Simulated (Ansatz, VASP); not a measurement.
**Rh: VASP beside Ansatz**

```
Rh
1.0
     0.00000    1.95860    1.90155
     1.95860    0.00000    1.90155
     1.95860    1.95860    0.00000
Rh
1
Direct
  0.00000 0.00000 0.00000
```

Change from the starting cell: equal xx and yy strain of +3 %.

Alike in both runs: task single point; functional PBE; k mesh 16 × 16 × 16; occupations fermi-dirac, width 0.08 eV; no spin polarisation.

|  | VASP | Ansatz |
| --- | --- | --- |
| version | VASP 6.6.1 | Ansatz 0.2.0 |
| potentials or method | VASP PAW PBE potentials, release 64 (Rh_pv), cutoff 520 eV | all-electron LAPW, scalar-relativistic |

VASP gave:

| Item | Value |
| --- | --- |
| pressure (GPa) | -8.4 |
| largest component of the traceless stress (GPa) | 3.90 |

**Question.** What did Ansatz give for the same quantities?

**Answer.** Pressure (GPa): -8.5; largest component of the traceless stress (GPa): 3.91.

Ansatz ran all-electron here, so the differences hold the error of VASP's frozen core and of both bases.
